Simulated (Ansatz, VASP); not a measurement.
## Au in VASP and in Ansatz

```
Au
1.0
     2.65541    0.00000    0.00000
    -1.32771    2.29965    0.00000
     0.00000    0.00000    4.29575
Au
2
Cartesian
  0.0000 1.5331 1.0739
  1.3277 0.7666 3.2218
```

Alike in both runs: task single point; functional PBE; k mesh 18 × 18 × 10; occupations gaussian, width 0.1 eV; no spin polarisation.

```csv
,VASP,Ansatz
version,VASP 6.6.1,Ansatz 0.2.0
potentials or method,"VASP PAW PBE potentials, release 64 (Au)","scalar-relativistic, plane waves, PAW"
plane-wave cutoff (eV),520,420
valence electrons in the cell,22,38
```

|  | VASP | Ansatz | Ansatz less VASP |
| --- | --- | --- | --- |
| gap on the k mesh at the Fermi level (eV) | none | none | - |
| pressure (GPa) | 108.5 | 108.9 | +0.40 |
| largest component of the traceless stress (GPa) | 7.68 | 7.67 | -0.012 |

A gap of «none» marks a metal or a gap that the smearing closes. The two sets of potentials don't hold the same shells in valence.

Caveats: the cell as given lies far from equilibrium; so large a pressure means that the cell lies far from this level's equilibrium, or that cutoff or potentials fall short (VASP). Spin-orbit coupling is left out, which matters for the levels of Au.
